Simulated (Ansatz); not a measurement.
The cell is COD entry 9008681, as deposited and not checked against the literature; nothing was relaxed.

NaI: DFT, LDA, all-electron PAW with datasets made for the crystal, scalar-relativistic (Ansatz 0.2.0).

Command: `ansatz run input.yaml --threads 1 --pin off --max-ram 3072MiB --backend cpu --events-out ev --progress --plain --runs-dir out` The run took 9 s on 1 thread of Arm Neoverse V2, on a shared host, peak memory 0.4 GiB.

```yaml
crystal:
  lattice:
    - [0.0, 3.2364, 3.2364]
    - [3.2364, 0.0, 3.2364]
    - [3.2364, 3.2364, 0.0]
  atoms:
    - { symbol: Na, position: [0.0, 0.0, 0.0] }
    - { symbol: I, position: [0.5, 0.5, 0.5] }
kpoints:
  mp_grid: { grid: [8, 8, 8] }
  band_path:
    path:
      - [0.0, 0.0, 0.0]
      - [0.5, 0.0, 0.5]
      - [0.625, 0.25, 0.625]
      - [0.375, 0.375, 0.75]
      - [0.0, 0.0, 0.0]
      - [0.5, 0.5, 0.5]
      - [0.5, 0.25, 0.75]
      - [0.5, 0.0, 0.5]
    npoints: 8
scf:
  occupations: { method: fermi_dirac, width: 0.02 }
hamiltonian:
  xc: lda
  pseudopotentials: { kind: all_electron, datasets: crystal }
output:
  forces: true
  stress: true
  eigenvalues: true
  efg: { contact_densities: true }
```

Output:

```
hamiltonian.pseudopotentials.datasets: crystal makes datasets for this crystal and solves the spheres of its atoms anew in each pass: cutoff 260.0 eV, the density's 1040.0 eV; for an error of 0.50 meV an atom under PBE, 1.0 meV for the cell; an energy difference from a run of another recipe may be off by several times the error for the cell, under r2SCAN by more, where some 0.1 meV an atom stays at smaller errors; Na in spheres of 1.376 Å, 9 of its electrons in bands; I in spheres of 1.376 Å, 17 of its electrons in bands
I: output.efg is read without spin–orbit coupling, which moves field gradients at and beside such atoms by some per cent and up to a factor of two; PAW files take it under magnetization.noncollinear and magnetization.spin_orbit
Engine: ansatz 0.2.0
Pseudopotentials: kind: all_electron
Pseudopotential: Na, paw, valence charge 9, recommended cutoff 260 eV (normal), Koelling and Harmon's equation, gaussian nucleus
Pseudopotential: I, paw, valence charge 17, recommended cutoff 260 eV (normal), Koelling and Harmon's equation, gaussian nucleus
Functional definition: SPW92
  exchange = slater_x
  correlation = pw_c
Crystal: 2 atoms, lattice volume = 67.798 Å³
Basis set: ecut = 260 eV, 645 PW (Γ)
Bands: 17, of which v1, the nominal top of the filled ones, is band 13 counted from 1 (12 counted from 0)
Symmetry: 48 space group operations
Space group: Fm-3m (ITA 225), of the structure as read, at distance tolerance 4.1e-5 Å
k-points: 29 of 512
Non-local potential: Na, projectors of the file, l = 0: 2, l = 1: 2
Non-local potential: I, projectors of the file, l = 0: 1, l = 1: 1, l = 2: 2
PAW form: soft (Blöchl's): semilocal exchange-correlation on the pseudo side does not see the compensation charge
PAW one-centre angular grid: Na, 110 points (default); XC on its mesh's 2019 points in the sphere
PAW one-centre angular grid: I, 590 points (default); XC on its mesh's 1859 points in the sphere
Initial density: superposition of atomic densities (neutral atoms: chi_scale 0, normalization atom)
Initial wavefunctions: pseudopotential atomic-orbital guess
Functional: x = slater, c = lda
iter 1 solved again at ethr=1.14e-3 eV; its pass at ethr=1.00e-1 eV (dr2=2.97e-1 eV) is discarded
SCF iter   1: F=—  HF=-197887.937665 eV  |F-HF|=—  |Δ(HF+E_count)|=         —  Δρ=1.19e-2  dr2=2.82e-1  ethr=1.14e-3  ⟨swp⟩=4.4  Hψ=2751  notcnv=0
preconditioner: auto → none  [insulator: Δε(μ)=3.642 eV  Ē_g=10.737 eV  σ=0.020 eV  W_gap=1.00  n_scr=14 (ndim 8)  ℏωp=12.8 eV  f_vac=0.005  D(μ)=0.00/eV (n_scr^D=0)  ε∞_Penn≈2.4]
iter 2 solved again at ethr=4.33e-5 eV; its pass at ethr=1.08e-3 eV (dr2=1.13e-2 eV) is discarded
SCF iter   2: F=—  HF=-197887.836941 eV  |F-HF|=—  |Δ(HF+E_count)|=   1.01e-1  Δρ=4.22e-3  dr2=1.14e-2  ethr=4.33e-5  ⟨swp⟩=2.6  Hψ=2382  notcnv=0  defer=8
SCF iter   3: F=—  HF=-197887.835611 eV  |F-HF|=—  |Δ(HF+E_count)|=   1.33e-3  Δρ=1.78e-3  dr2=2.01e-3  ethr=4.33e-5  ⟨swp⟩=2.2  Hψ=994  notcnv=0  defer=3
SCF iter   4: F=—  HF=-197887.837288 eV  |F-HF|=—  |Δ(HF+E_count)|=   1.68e-3  Δρ=1.94e-4  dr2=1.32e-5  ethr=7.75e-6  ⟨swp⟩=3.1  Hψ=1116  notcnv=0  defer=2
SCF iter   5: F=—  HF=-197887.837362 eV  |F-HF|=—  |Δ(HF+E_count)|=   7.42e-5  Δρ=6.13e-5  dr2=3.91e-6  ethr=5.07e-8  ⟨swp⟩=3.2  Hψ=1332  notcnv=0  defer=2
SCF iter   6: F=—  HF=-197887.837377 eV  |F-HF|=—  |Δ(HF+E_count)|=   1.46e-5  Δρ=1.44e-5  dr2=1.10e-7  ethr=1.51e-8  ⟨swp⟩=3.1  Hψ=1227  notcnv=0  defer=1
SCF iter   7: F=—  HF=-197887.837376 eV  |F-HF|=—  |Δ(HF+E_count)|=   1.24e-6  Δρ=9.30e-6  dr2=7.88e-8  ethr=4.24e-10  ⟨swp⟩=3.1  Hψ=1254  notcnv=0  defer=1
SCF iter   8: F=-197887.837376 eV  HF=-197887.837376 eV  |F-HF|=5.70e-9  |Δ(HF+E_count)|=   6.25e-8  Δρ=2.21e-6  dr2=3.49e-9  ethr=3.03e-10  ⟨swp⟩=3.0  Hψ=992  notcnv=0
SCF 1 converged in 8 iterations: F = -197887.837376 eV  dr2 = 3.49e-9
  Residual-converged pass: ⟨swp⟩=3.0  Hψ=967  notcnv=0  max |occ|·‖R‖ = 5.2e-6 eV (tolerance 5.3e-6 eV)  dr2=3.00e-9  dr2_onsite=2.23e-8  max |Δocc| = 0.0e0
  greatest PAW one-centre occupation: 0.992 electrons in one spin orbital (limit 2), on the Na atom at site 0 (counted from 0), in its partial waves of l = 1
NSCF: frozen V_eff on 57 k-points
SCF converged after 8 iterations
Free energy (F): -197887.837376 eV
Harris-Foulkes:  -197887.837376 eV  (|F-HF|=5.70e-9)
Internal energy: -197887.837376 eV  (E = F + TS)
E sigma→0 (E₀):  -197887.837376 eV
Past the cutoff: the bands carry plane waves up to 1.75 times it, of which those up to 1.5 times it add -0.000134 eV an atom, each by itself; the spheres take 0.000184 eV an atom off the energy for waves past 1.75 times it
By the cutoff:   a pressure is off by up to 0.005 GPa (1.2 times the spheres' own share and the shells' term, over an atom's volume, and 0.004 GPa: a bound that held against runs at twice the plane waves)
Past the cutoffs: a stress includes 0.0004 GPa for waves and charges beyond them, in addition to the slope of what the spheres take
In the spheres:  the bands' charges fall short by 7.0e-7 e at most (sound up to 1e-3)
Fermi energy:    5.335119 eV
--- Per-component energies (eV) ---
  The terms above E_closure are by the made datasets' own strengths, without shells solved beside the bands.
--- Forces (eV/Å), atoms counted from 1 ---
  atom   1  Na    -0.00000000     0.00000000     0.00000000
  atom   2  I      0.00000000    -0.00000000    -0.00000000
  max |Σ_I F_I| component: 4.08e-29 eV/Å
--- Stress (GPa, compression-positive) ---
       -1.637502      -0.000000       0.000000
       -0.000000      -1.637502       0.000000
        0.000000      -0.000000      -1.637502
  P = ⅓ Tr σ = -1.6375 GPa (-16.375 kbar)
--- PAW observables at the nuclei: V_zz in 10²¹ V/m², potentials from the cell's mean, atoms counted from 1 ---
  atom   1  Na V_zz =    +0.000000   η = 0.0000   by run symmetry: forbidden
            electrostatic potential = -973.526697 V   contact ρ = 5839.323327 e/Å³
  atom   2  I  V_zz =    -0.000000   η = 0.0000   by run symmetry: forbidden
            electrostatic potential = -8880.580275 V   contact ρ = 1597414.173004 e/Å³
--- Band table (eV; the first three rows and the last of 29) ---
  k-point 0: bands = ["-46.2529", "-39.3667", "-39.3667", "-39.3629", "-39.3629", "-39.3629", "-18.7482", "-18.7482", "-18.7482", "-7.4772", "3.6524", "3.6524", "3.6524", "6.9846", "11.4879"]
  k-point 1: bands = ["-46.2529", "-39.3667", "-39.3667", "-39.3628", "-39.3628", "-39.3628", "-18.7490", "-18.7482", "-18.7482", "-7.4345", "3.1660", "3.6071", "3.6071", "7.5265", "11.0906"]
  k-point 2: bands = ["-46.2529", "-39.3667", "-39.3667", "-39.3628", "-39.3628", "-39.3628", "-18.7510", "-18.7483", "-18.7483", "-7.3276", "2.3126", "3.5030", "3.5030", "8.3181", "10.9878"]
  k-point 28: bands = ["-46.2528", "-39.3667", "-39.3667", "-39.3628", "-39.3628", "-39.3626", "-18.7511", "-18.7511", "-18.7501", "-7.0811", "2.2084", "2.2084", "2.6905", "9.2873", "10.9842"]
```
